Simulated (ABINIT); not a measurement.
# TaN (Fm-3m) in ABINIT: settings compared

Aim: see how the results for TaN move with the level of theory and the settings. Levels: PBE, LDA, PBEsol, RPBE. Tasks: single point.

Everything below comes from runs of ABINIT 10.8.3 (patched build). Logs are shortened: lines on timing, memory, paths and dates and some standing lists are left out, and cuts for length are marked. The log counts tension as positive stress, the text compression.

## Step 1: The crystal as given

The structure is cubic, space group Fm-3m (No. 225). The conventional cell has a = 4.423 Å, b = 4.423 Å, c = 4.423 Å, α = 90.00°, β = 90.00°, γ = 90.00°. Ta (site symmetry m-3m) has 6 N at 2.21 Å as nearest neighbours. N (site symmetry m-3m) has 6 Ta at 2.21 Å as nearest neighbours.

The cell comes from a database or a generator and needn't be the stable form of this composition.

## Step 2: Single point, PBE

File run.abi:

```
# Pseudopotentials
pp_dirpath "./"
pseudos "Ta.GGA_PBE-JTH.xml, N.GGA_PBE-JTH.xml"

# Structure
acell 5.9097083415 5.9097083415 5.9097083415
rprim
     0.0000000000     0.7071067812     0.7071067812
     0.7071067812     0.0000000000     0.7071067812
     0.7071067812     0.7071067812     0.0000000000
ntypat 2
znucl 73 7
natom 2
typat 1 2
xred
     0.5000000000     0.5000000000     0.5000000000
     0.0000000000     0.0000000000     0.0000000000

# Plane-wave basis
ecut 31.0
pawecutdg 53.0
pawxcdev 0

# k points
kptopt 1
ngkpt 10 10 10
nshiftk 1
shiftk 0.0 0.0 0.0

# Exchange and correlation
ixc 11

# Bands and occupations
nband 13
occopt 3
tsmear 0.00183747

# SCF cycle
nstep 100
tolvrs 1.0e-9

# Output
iomode 3
prtwf 0
prtden 0
prteig 0
prtebands 0
enunit 1
```

Potentials or basis: JTH PAW PBE v2.0.

The run is started by

```console
$ abinit run.abi > log 2>&1
```

run.abo:

```text
.Version 10.8.3 of ABINIT
 Symmetries : space group Fm -3 m (#225); Bravais cF (face-center cubic)
================================================================================
 Values of the parameters that define the memory need of the present run
     intxc =       0    ionmov =       0      iscf =      17    lmnmax =      18
     lnmax =       6     mgfft =      30  mpssoang =       3    mqgrid =    3001
     natom =       2  nloc_mem =       2    nspden =       1   nspinor =       1
    nsppol =       1      nsym =      48    n1xccc =       1    ntypat =       2
    occopt =       3   xclevel =       2
       mpw =        1224          nfft =       27000          nkpt =          47
 PAW method is used; the additional fine FFT grid is defined by:
   mgfftf=        40    nfftf =     64000
================================================================================
================================================================================

--------------------------------------------------------------------------------
------------- Echo of variables that govern the present computation ------------
--------------------------------------------------------------------------------
 -outvars: echo values of preprocessed input variables --------
            acell      5.9097083415E+00  5.9097083415E+00  5.9097083415E+00 Bohr
              amu      1.80947900E+02  1.40067400E+01
             ecut      3.10000000E+01 Hartree
           enunit           1
              ixc          11
         kptrlatt       10    0    0      0   10    0      0    0   10
          kptrlen      5.90970834E+01
            natom           2
            nband          13
            ngfft          30      30      30
          ngfftdg          40      40      40
             nkpt          47
            nstep         100
             nsym          48
           ntypat           2
           occopt           3
        pawecutdg      5.30000000E+01 Hartree
         pawxcdev           0
           prtden           0
        prtebands           0
           prteig           0
            prtwf           0
            rprim      0.0000000000E+00  7.0710678120E-01  7.0710678120E-01
                       7.0710678120E-01  0.0000000000E+00  7.0710678120E-01
                       7.0710678120E-01  7.0710678120E-01  0.0000000000E+00
          spgroup         225
           tolvrs      1.00000000E-09
           tsmear      1.83747000E-03 Hartree
            typat      1  2
           useylm           1
           xangst      2.2113229986E+00  2.2113229986E+00  2.2113229986E+00
                       0.0000000000E+00  0.0000000000E+00  0.0000000000E+00
            xcart      4.1787948432E+00  4.1787948432E+00  4.1787948432E+00
                       0.0000000000E+00  0.0000000000E+00  0.0000000000E+00
             xred      5.0000000000E-01  5.0000000000E-01  5.0000000000E-01
                       0.0000000000E+00  0.0000000000E+00  0.0000000000E+00
            znucl       73.00000    7.00000

================================================================================

 chkinp: Checking input parameters for consistency.

================================================================================
== DATASET  1 ==================================================================

--- !DatasetInfo
iteration_state: {dtset: 1, }
dimensions: {natom: 2, nkpt: 47, mband: 13, nsppol: 1, nspinor: 1, nspden: 1, mpw: 1224, }
cutoff_energies: {ecut:  31.0, pawecutdg:  53.0, }
electrons: {nelect:   1.80000000E+01, charge:   0.00000000E+00, occopt:   3.00000000E+00, tsmear:   1.83747000E-03, }
meta: {optdriver: 0, ionmov: 0, optcell: 0, iscf: 17, paral_kgb: 0, }
...

 Exchange-correlation functional for the present dataset will be:
  GGA: Perdew-Burke-Ernzerhof functional - ixc=11
  J.P.Perdew, K.Burke, M.Ernzerhof, PRL 77, 3865 (1996)

 Real(R)+Recip(G) space primitive vectors, cartesian coordinates (Bohr,Bohr^-1):
 R(1)=  0.0000000  4.1787948  4.1787948  G(1)= -0.1196517  0.1196517  0.1196517
 R(2)=  4.1787948  0.0000000  4.1787948  G(2)=  0.1196517 -0.1196517  0.1196517
 R(3)=  4.1787948  4.1787948  0.0000000  G(3)=  0.1196517  0.1196517 -0.1196517
 Unit cell volume ucvol=  1.4594296E+02 bohr^3
 Angles (23,13,12)=  6.00000000E+01  6.00000000E+01  6.00000000E+01 degrees

 Coarse grid specifications (used for wave-functions):

 getcut: wavevector=  0.0000  0.0000  0.0000  ngfft=  30  30  30
         ecut(hartree)=     31.000   => boxcut(ratio)=   2.02764

 Fine grid specifications (used for densities):

 getcut: wavevector=  0.0000  0.0000  0.0000  ngfft=  40  40  40
         ecut(hartree)=     53.000   => boxcut(ratio)=   2.06534

--- Pseudopotential description ------------------------------------------------
- pspini: atom type   1  psp file is ./Ta.GGA_PBE-JTH.xml
 Pseudopotential format is: paw10
 basis_size (lnmax)=  6 (lmn_size= 18), orbitals=   0   0   1   1   2   2
 Spheres core radius: rc_sph= 2.41973345
 Shapefunction is SIN type: shapef(r)=[sin(pi*r/rshp)/(pi*r/rshp)]**2
[... 44 lines left out ...]
 ETOT 22  -69.063500359130    -1.087E-10 8.067E-06 1.031E-06
 ETOT 23  -69.063500358153     9.776E-10 1.313E-05 8.554E-10

 At SCF step   23       nres2   =  8.55E-10 < tolvrs=  1.00E-09 =>converged.

 Cartesian components of stress tensor (hartree/bohr^3)
  sigma(1 1)=  5.35983198E-05  sigma(3 2)=  0.00000000E+00
  sigma(2 2)=  5.35983198E-05  sigma(3 1)=  0.00000000E+00
  sigma(3 3)=  5.35983198E-05  sigma(2 1)=  0.00000000E+00

--- !ResultsGS
iteration_state: {dtset: 1, }
comment   : Summary of ground state results
lattice_vectors:
- [  0.0000000,   4.1787948,   4.1787948, ]
- [  4.1787948,   0.0000000,   4.1787948, ]
- [  4.1787948,   4.1787948,   0.0000000, ]
lattice_lengths: [   5.90971,    5.90971,    5.90971, ]
lattice_angles: [ 60.000,  60.000,  60.000, ] # degrees, (23, 13, 12)
lattice_volume:   1.4594296E+02
convergence: {deltae:  9.776E-10, res2:  8.554E-10, residm:  1.313E-05, diffor: null, }
etotal    :  -6.90635004E+01
entropy   :   0.00000000E+00
fermie    :   2.25832641E-01
cartesian_stress_tensor: # hartree/bohr^3
- [  5.35983198E-05,   0.00000000E+00,   0.00000000E+00, ]
- [  0.00000000E+00,   5.35983198E-05,   0.00000000E+00, ]
- [  0.00000000E+00,   0.00000000E+00,   5.35983198E-05, ]
pressure_GPa:  -1.5769E+00
xred      :
- [  5.0000E-01,   5.0000E-01,   5.0000E-01, Ta]
- [  0.0000E+00,   0.0000E+00,   0.0000E+00,  N]
cartesian_forces: # hartree/bohr
- [ -0.00000000E+00,  -0.00000000E+00,  -0.00000000E+00, ]
- [ -0.00000000E+00,  -0.00000000E+00,  -0.00000000E+00, ]
force_length_stats: {min:   0.00000000E+00, max:   0.00000000E+00, mean:   0.00000000E+00, }
...

 Integrated electronic density in atomic spheres:
 ------------------------------------------------
 Atom  Sphere_radius  Integrated_density
    1        2.41973         10.70319137
    2        1.20497          2.54410320

================================================================================

 ----iterations are completed or convergence reached----

 Mean square residual over all n,k,spin=   30.339E-09; max=  13.134E-06
 reduced coordinates (array xred) for    2 atoms
       0.500000000000      0.500000000000      0.500000000000
       0.000000000000      0.000000000000      0.000000000000
 rms dE/dt=  0.0000E+00; max dE/dt=  0.0000E+00; dE/dt below (all hartree)
    1       0.000000000000      0.000000000000      0.000000000000
    2       0.000000000000      0.000000000000      0.000000000000

 cartesian coordinates (angstrom) at end:
    1      2.21132299855433     2.21132299855433     2.21132299855433
    2      0.00000000000000     0.00000000000000     0.00000000000000

 cartesian forces (hartree/bohr) at end:
    1     -0.00000000000000    -0.00000000000000    -0.00000000000000
    2     -0.00000000000000    -0.00000000000000    -0.00000000000000
 frms,max,avg= 0.0000000E+00 0.0000000E+00   0.000E+00  0.000E+00  0.000E+00 h/b

 cartesian forces (eV/Angstrom) at end:
    1     -0.00000000000000    -0.00000000000000    -0.00000000000000
    2     -0.00000000000000    -0.00000000000000    -0.00000000000000
 frms,max,avg= 0.0000000E+00 0.0000000E+00   0.000E+00  0.000E+00  0.000E+00 e/A
 length scales=  5.909708341500  5.909708341500  5.909708341500 bohr
              =  3.127282975284  3.127282975284  3.127282975284 angstroms
 Fermi (or HOMO) energy (eV) =   6.14522   Average Vxc (eV)= -13.30832
 Eigenvalues (   eV  ) for nkpt=  47  k points:
 kpt#   1, nband= 13, wtk=  0.00100, kpt=  0.0000  0.0000  0.0000 (reduced coord)
 -63.48635  -29.69963  -29.69963  -29.69963  -12.58530    2.34489    2.34489    2.34489
   4.05674    4.05674    4.05674    6.17981    6.17981
 prteigrs : prtvol=0 or 1, do not print more k-points.

--- !EnergyTerms
iteration_state     : {dtset: 1, }
comment             : Components of total free energy in Hartree
kinetic             :  1.20294236356909E+01
hartree             :  8.12531733641006E+00
xc                  : -1.09184017067537E+01
Ewald energy        : -6.16881514947373E+01
psp_core            :  9.86716772711602E+00
local_psp           : -1.14078004130993E+01
PAW spherical_terms : -1.50708455878547E+01
internal            : -6.90632905032281E+01
'-kT*entropy'       : -2.16309661213521E-04
total_energy        : -6.90635068128893E+01
total_energy_eV     : -1.87931375938747E+03
...

--- !EnergyTermsDC
iteration_state     : {dtset: 1, }
comment             : '"Double-counting" decomposition of free energy'
band_energy         : -1.19323900010022E+01
Ewald energy        : -6.16881514947373E+01
psp_core            :  9.86716772711602E+00
xc_dc               : -1.17672642539464E+01
PAW spherical_terms :  6.45735397407851E+00
internal            : -6.90632840484914E+01
'-kT*entropy'       : -2.16309661213521E-04
total_energy_dc     : -6.90635003581527E+01
total_energy_dc_eV  : -1.87931358374514E+03
...

--- !EnergyTermsWithPAWCore
iteration_state     : {dtset: 1, }
comment             : 'Components of total free energy, including PAW core contributions'
Total energy        : -1.56597400231190E+04
Total energy DC     : -1.56597400166643E+04
Total energy (eV)   : -4.26123234280739E+05
Total energy DC (eV): -4.26123234105097E+05
...

 Cartesian components of stress tensor (hartree/bohr^3)
  sigma(1 1)=  5.35983198E-05  sigma(3 2)=  0.00000000E+00
  sigma(2 2)=  5.35983198E-05  sigma(3 1)=  0.00000000E+00
  sigma(3 3)=  5.35983198E-05  sigma(2 1)=  0.00000000E+00

-Cartesian components of stress tensor (GPa)         [Pressure= -1.5769E+00 GPa]
- sigma(1 1)=  1.57691701E+00  sigma(3 2)=  0.00000000E+00
- sigma(2 2)=  1.57691701E+00  sigma(3 1)=  0.00000000E+00
- sigma(3 3)=  1.57691701E+00  sigma(2 1)=  0.00000000E+00

== END DATASET(S) ==============================================================
================================================================================

 -outvars: echo values of variables after computation  --------
            acell      5.9097083415E+00  5.9097083415E+00  5.9097083415E+00 Bohr
           etotal     -6.9063500358E+01
            fcart     -0.0000000000E+00 -0.0000000000E+00 -0.0000000000E+00
                      -0.0000000000E+00 -0.0000000000E+00 -0.0000000000E+00
            rprim      0.0000000000E+00  7.0710678120E-01  7.0710678120E-01
                       7.0710678120E-01  0.0000000000E+00  7.0710678120E-01
                       7.0710678120E-01  7.0710678120E-01  0.0000000000E+00
           strten      5.3598319769E-05  5.3598319769E-05  5.3598319769E-05
                       0.0000000000E+00  0.0000000000E+00  0.0000000000E+00
           xangst      2.2113229986E+00  2.2113229986E+00  2.2113229986E+00
                       0.0000000000E+00  0.0000000000E+00  0.0000000000E+00
             xred      5.0000000000E-01  5.0000000000E-01  5.0000000000E-01
                       0.0000000000E+00  0.0000000000E+00  0.0000000000E+00
 Calculation completed.
```

Run time: 38 s. Hardware: 1 thread of Arm Neoverse V2, shared host; peak memory 0.12 GiB.

What came out:

```
Free energy                                           : -1879.3136 eV
Pressure                                              : -1.6 GPa
Band gap on the k mesh                                : none (metal or under the smearing width)
Valence electrons inside the program's atomic spheres : Ta 10.70; N 2.54
```

Caveat: the highest band is partly filled, so the run has too few bands. Spin-orbit coupling is left out, which matters for the levels of Ta.

## Step 3: Single point, LDA

Edit run.abi of step 2 so:

```diff
@@ -21,3 +21,2 @@
 pawecutdg 53.0
-pawxcdev 0
 
@@ -30,3 +29,3 @@
 # Exchange and correlation
-ixc 11
+ixc 7
```

Potentials or basis: JTH PAW PBE v2.0.

The run is started by

```console
$ abinit run.abi > log 2>&1
```

Run time: 45 s. Hardware: 1 thread of Arm Neoverse V2, shared host; peak memory 0.11 GiB.

It converged, with:

```yaml
Free_energy: -1886.9386 eV
Pressure: -16.8 GPa
Band_gap_on_the_k_mesh: none (metal or under the smearing width)
Valence_electrons_inside_the_program's_atomic_spheres: Ta 10.74; N 2.53
```

Levels at points of the mesh, in eV from the Fermi level:
| k point | band 5 | band 6 | band 7 | band 8 | band 9 | band 10 | band 11 | band 12 | band 13 |
| --- | --- | --- | --- | --- | --- | --- | --- | --- | --- |
| (0.00, 0.00, 0.00) | -18.49 | -3.73 | -3.73 | -3.73 | -2.11 | -2.11 | -2.11 | -0.04 | -0.04 |
| (0.50, 0.00, 0.00) | -15.51 | -10.23 | -7.46 | -7.46 | 1.80 | 1.80 | 1.91 | 3.86 | 7.29 |
| (0.50, 0.50, 0.00) | -17.23 | -6.56 | -5.38 | -4.56 | -4.56 | 1.96 | 3.40 | 3.40 | 4.40 |

Caveat: the highest band is partly filled, so the run has too few bands; the PAW data sets were made with another functional, which shifts forces and pressure a little.

## Step 4: Single point, PBEsol

Edit run.abi of step 3 so:

```diff
@@ -21,2 +21,3 @@
 pawecutdg 53.0
+pawxcdev 0
 
@@ -29,3 +30,3 @@
 # Exchange and correlation
-ixc 7
+ixc -116133
```

The run is started by

```console
$ abinit run.abi > log 2>&1
```

Wall time 37 s (1 thread of Arm Neoverse V2, shared host); peak memory 0.12 GiB.

The run converged. Its results:

- Free energy: -1880.2400 eV
- Pressure: -10.5 GPa
- Band gap on the k mesh: none (metal or under the smearing width)
- Valence electrons inside the program's atomic spheres: Ta 10.72; N 2.53

Levels at points of the mesh, in eV from the Fermi level:
| k point | band 5 | band 6 | band 7 | band 8 | band 9 | band 10 | band 11 | band 12 | band 13 |
| --- | --- | --- | --- | --- | --- | --- | --- | --- | --- |
| (0.00, 0.00, 0.00) | -18.67 | -3.76 | -3.76 | -3.76 | -2.11 | -2.11 | -2.11 | 0.00 | 0.00 |
| (0.50, 0.00, 0.00) | -15.72 | -10.28 | -7.48 | -7.48 | 1.83 | 1.83 | 1.93 | 3.71 | 7.36 |
| (0.50, 0.50, 0.00) | -17.41 | -6.62 | -5.41 | -4.59 | -4.59 | 2.01 | 3.44 | 3.44 | 4.36 |

Caveat: the highest band is partly filled, so the run has too few bands; the PAW data sets were made with another functional, which shifts forces and pressure a little.

## Step 5: Single point, RPBE

Edit run.abi of step 4 so:

```diff
@@ -30,3 +30,3 @@
 # Exchange and correlation
-ixc -116133
+ixc 15
```

The run is started by

```console
$ abinit run.abi > log 2>&1
```

It took 37 s on 1 thread of Arm Neoverse V2, shared host; peak memory 0.12 GiB.

The run converged. Its results:

```yaml
Free_energy: -1876.4600 eV
Pressure: 2.9 GPa
Band_gap_on_the_k_mesh: none (metal or under the smearing width)
Valence_electrons_inside_the_program's_atomic_spheres: Ta 10.70; N 2.54
```

Levels at points of the mesh, in eV from the Fermi level:
```tsv
k point	band 7	band 8	band 9	band 10	band 11	band 12
(0.00, 0.00, 0.00)	-3.82	-3.82	-2.08	-2.08	-2.08	0.05
(0.50, 0.00, 0.00)	-7.48	-7.48	1.83	1.83	1.92	3.68
(0.50, 0.50, 0.00)	-5.38	-4.64	-4.64	2.05	3.43	3.43
```

Caveat: the highest band is partly filled, so the run has too few bands; the PAW data sets were made with another functional, which shifts forces and pressure a little.

## Step 6: Overview

| level | gap on the mesh (eV) | pressure (GPa) |
| --- | --- | --- |
| PBE | none | -1.6 |
| LDA | none | -16.8 |
| PBEsol | none | -10.5 |
| RPBE | none | 2.9 |

Alike in all rows: task single point; potentials or basis JTH PAW PBE v2.0; no spin polarisation; cell as given; k mesh 10 × 10 × 10; cutoff (eV) 844; smearing fermi-dirac 0.05 eV.

Every run on the cell as given and a fine mesh finds a metal. The pressure there spans -16.8 GPa (LDA) to 2.9 GPa (RPBE); a positive pressure means that this level wants a larger cell, a negative one a smaller.

Caveats: the highest band is partly filled, so the run has too few bands; the PAW data sets were made with another functional, which shifts forces and pressure a little (some runs).

Total energies depend on the potentials used, so only differences within one code and one set of settings carry meaning.
